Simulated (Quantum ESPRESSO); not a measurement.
Cs: phonons at H under several settings

```
Cs
1.0
    -3.12847    3.12847    3.12847
     3.12847   -3.12847    3.12847
     3.12847    3.12847   -3.12847
Cs
1
Direct
  0.00000 0.00000 0.00000
```

All runs used Quantum ESPRESSO 7.5; k mesh 4 × 4 × 4; relaxed cell; no spin polarisation; cutoff 612 eV; occupations cold, width 0.2 eV.

```tsv
level	potentials	volume (Å³/atom)	frequencies (cm⁻¹)
LDA	GBRV 1.5 LDA	93.05	38 38 38
PBE	GBRV 1.5 PBE	118.49	32 32 32
PBEsol	GBRV 1.5 PBEsol	109.30	34 34 34
AM05	GBRV 1.5 PBE	119.88	32 32 32
WC	GBRV 1.5 PBE	?	?
BLYP	GBRV 1.5 PBE	126.49	30 30 30
vdW-DF-cx	GBRV 1.5 PBE	103.12	37 37 37
```

Problem. What stands in the row left open?

Solution. Volume 112.14 Å³/atom; frequencies 33 33 33 cm⁻¹.

Caveats: the mesh is thin for the phonons of a metal; the potentials were made for another functional, which shifts forces and pressure (some runs); the volume moved by over 15 % at a fixed basis, so the end points are rough (some runs).

For the row left open. Caveat: the k mesh is coarse; the mesh is thin for the phonons of a metal; the potentials were made for another functional, which shifts forces and pressure.
